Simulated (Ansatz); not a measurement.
# Cl (bcc type): how the settings move a single-point run

How sensitive is a single-point run of Cl (bcc type) to its settings? A reference run comes first, then one run with altered input.

Program: Ansatz 0.2.0. Level of theory: reference: DFT, PBE, PAW with Ansatz's default frozen-core files, scalar-relativistic. These are calculated values, not measurements.

## 1. The starting structure

The structure is cubic, space group Im-3m (No. 229). Conventional cell: a = 2.585 Å, b = 2.585 Å, c = 2.585 Å, α = 90.00°, β = 90.00°, γ = 90.00°. Cl (site symmetry m-3m) is surrounded by 8 Cl at 2.24 Å.

Coordinates:

```cif
data_structure
_symmetry_space_group_name_H-M 'P 1'
_symmetry_Int_Tables_number 1
_cell_length_a 2.2390
_cell_length_b 2.2390
_cell_length_c 2.2390
_cell_angle_alpha 109.471
_cell_angle_beta 109.471
_cell_angle_gamma 109.471
_cell_volume 8.64
loop_
_atom_site_label
_atom_site_type_symbol
_atom_site_fract_x
_atom_site_fract_y
_atom_site_fract_z
_atom_site_occupancy
Cl1 Cl 0.00000 0.00000 0.00000 1
```

## 2. Reference

The input, input.yaml:

```yaml
crystal:
  lattice:
    - [-1.2926733387, 1.2926733387, 1.2926733387]
    - [1.2926733387, -1.2926733387, 1.2926733387]
    - [1.2926733387, 1.2926733387, -1.2926733387]
  atoms:
    - { symbol: Cl, position: [0.0, 0.0, 0.0] }
kpoints:
  mp_grid: { grid: [17, 17, 17] }
scf:
  occupations: { method: fermi_dirac, width: 0.1 }
hamiltonian:
  xc: pbe
  pseudopotentials: { kind: paw, partial_waves: polarizable }
output:
  forces: true
  stress: true
  eigenvalues: true
```

Launch:

```console
ansatz run input.yaml --threads 1 --pin off --max-ram 2048MiB --backend cpu --events-out ev --progress --plain --runs-dir out
```

The main lines of its log:

```text
[...]
Basis set: ecut = 420 eV, 177 PW (Γ), exchange–correlation on 30×30×30 points (8 copies of the dense FFT grid, shifted against one another)
[...]
k-points: 165 of 4913
[...]
SCF iter   1: F=—  HF=-1074.419083 eV  |F-HF|=—  |Δ(HF+E_count)|=         —  Δρ=2.66e-2  dr2=3.97e-2  ethr=1.77e-3  ⟨swp⟩=5.3  Hψ=10735  notcnv=0
preconditioner: auto → none  [metal: Δε(μ)=0.023 eV  Ē_g=22.728 eV  σ=0.100 eV  W_gap=0.06  n_scr=0 (ndim 8)  ℏωp=33.4 eV  f_vac=0.000  D(μ)=0.56/eV (n_scr^D=0)]
SCF iter   2: F=—  HF=-1074.405292 eV  |F-HF|=—  |Δ(HF+E_count)|=   1.38e-2  Δρ=9.91e-3  dr2=4.78e-3  ethr=5.67e-4  ⟨swp⟩=2.0  Hψ=3325  notcnv=0  defer=5
[...]
SCF iter   5: F=-1074.405686 eV  HF=-1074.405686 eV  |F-HF|=4.68e-9  |Δ(HF+E_count)|=   5.69e-8  Δρ=6.79e-6  dr2=9.38e-10  ethr=4.11e-9  ⟨swp⟩=2.2  Hψ=1917  notcnv=0  defer=5
SCF iter   6: F=-1074.405686 eV  HF=-1074.405686 eV  |F-HF|=4.55e-13  |Δ(HF+E_count)|=   4.80e-9  Δρ=3.43e-7  dr2=5.38e-12  ethr=1.34e-11  ⟨swp⟩=1.2  Hψ=3969  notcnv=0
[...]
SCF converged after 6 iterations
Free energy (F): -1074.405686 eV
[...]
E sigma→0 (E₀):  -1074.396636 eV
[...]
Fermi energy:    21.952853 eV
[...]
  P = ⅓ Tr σ = 237.8191 GPa (2378.191 kbar)
[...]
```

Run time: 1.1 s. Hardware: 1 thread of Arm Neoverse V1, shared host; peak memory 0.26 GiB.

## 3. Changed: n_extra_bands 8, xc r2scan, ecutwfc 29.4 Ry

input.yaml: that of step 2 with these lines changed.

```diff
@@ -11,4 +11,5 @@
   occupations: { method: fermi_dirac, width: 0.1 }
+  n_extra_bands: 8
 hamiltonian:
-  xc: pbe
+  xc: r2scan
   pseudopotentials: { kind: paw, partial_waves: polarizable }
@@ -18 +19,3 @@
   eigenvalues: true
+basis:
+  ecutwfc: "29.4 Ry"
```

Launch:

```console
ansatz run input.yaml --threads 1 --pin off --max-ram 2048MiB --backend cpu --events-out ev --progress --plain --runs-dir out
```

The log of the run (excerpt; [...] marks lines left out):

```text
Warning: basis.ecutwfc = 400.00737781602356 eV is below the records' recommended 500 eV, and the density's cutoff is lower with it unless basis.ecutrho_ratio is high enough to keep the records' density cutoff: compare with a run at a higher cutoff
scf.n_extra_bands = 8 over 4 filled bands (N_el = 7.0): the run solves 12 bands
[...]
Pseudopotentials: kind: paw
Pseudopotential: Cl, paw, valence charge 7, recommended cutoff 500 eV (meta_gga)
Functional definition: r2SCAN
[...]
Crystal: 1 atoms, lattice volume = 8.640 Å³
Basis set: ecut = 400.00737781602356 eV, 141 PW (Γ), exchange–correlation on 60×60×60 points (64 copies of the dense FFT grid, shifted against one another)
Bands: 12, of which v1, the nominal top of the filled ones, is band 4 counted from 1 (3 counted from 0)
Symmetry: 48 space group operations
Space group: Im-3m (ITA 229), of the structure as read, at distance tolerance 2.1e-5 Å
k-points: 165 of 4913
[...]
Partial waves of Cl: polarizable
SCF iter   1: F=—  HF=-1078.307184 eV  |F-HF|=—  |Δ(HF+E_count)|=         —  Δρ=2.73e-2  dr2=4.34e-2  dr2_τ=4.83e-2  ethr=1.77e-3  ⟨swp⟩=5.3  Hψ=13209  notcnv=0  defer=25
[...]
SCF iter   6: F=-1078.334907 eV  HF=-1078.334907 eV  |F-HF|=5.71e-10  |Δ(HF+E_count)|=   2.08e-8  Δρ=5.18e-6  dr2=1.28e-9  dr2_τ=4.91e-11  ethr=3.14e-10  ⟨swp⟩=5.3  Hψ=9011  notcnv=0
[...]
SCF converged after 6 iterations
Free energy (F): -1078.334907 eV
[...]
E sigma→0 (E₀):  -1078.325846 eV
Entropy (-TS):   -0.018123 eV (-18.123 meV/atom)
Fermi energy:    21.909968 eV
[...]
--- Forces (eV/Å), atoms counted from 1 ---
  atom   1  Cl    -0.00000000     0.00000000     0.00000000
[...]
--- Stress (GPa, compression-positive) ---
      248.911805      -0.000000       0.000000
        0.000000     248.911805      -0.000000
       -0.000000       0.000000     248.911805
  P = ⅓ Tr σ = 248.9118 GPa (2489.118 kbar)
--- Band table (eV; the first three rows and the last of 165) ---
  k-point 0: bands = ["-6.4606", "25.4918", "25.4918", "25.4918", "33.9741", "33.9741", "33.9741", "39.8296", "39.8296", "47.3131", "48.9136", "48.9136"]
[...]
```

Wall time 1.8 s (1 thread of Arm Neoverse V1, shared host); peak memory 0.28 GiB.

A change of functional puts the total energy on another scale; the pressure goes from 237.8 to 248.9 GPa. The cutoff changed too. The cutoff is under what these potentials recommend, as the log warns, so basis error is mixed in. Cost: 1.8 s against 1.1 s.

## 4. Side by side

| run | ending | energy change | pressure (GPa) | gap (eV) | force (eV/Å) | cycles | time |
| --- | --- | --- | --- | --- | --- | --- | --- |
| reference | converged | - | 237.8 | 0.00 | 0.00 | 6 | 1.1 s |
| 1: n_extra_bands 8, xc r2scan, ecutwfc 29.4 Ry | converged | not comparable | 248.9 | 0.00 | 0.00 | 6 | 1.8 s |

Residual by cycle in the longest SCF loop of each run; runs are numbered as in the table. The quantity is the density residual dr2, in eV.

| cycle | reference | run 1 |
| --- | --- | --- |
| 1 | 0.0397 | 0.0434 |
| 2 | 0.00478 | 0.00356 |
| 3 | 2.8e-5 | 9.1e-5 |
| 4 | 2.9e-7 | 2.8e-6 |
| 5 | 9.4e-10 | 2.2e-8 |
| 6 | 5.4e-12 | 1.3e-9 |

A change of functional puts the total energy on another scale; the pressure goes from 237.8 to 248.9 GPa. The cutoff changed too. The cutoff is under what these potentials recommend, as the log warns, so basis error is mixed in. Cost: 1.8 s against 1.1 s. Run 1 ran under the cutoff that the potentials recommend, as the log warns, so basis error is mixed into its values. The structure is not at rest: the sound run finds 238 GPa, so these are no properties of the relaxed crystal. 
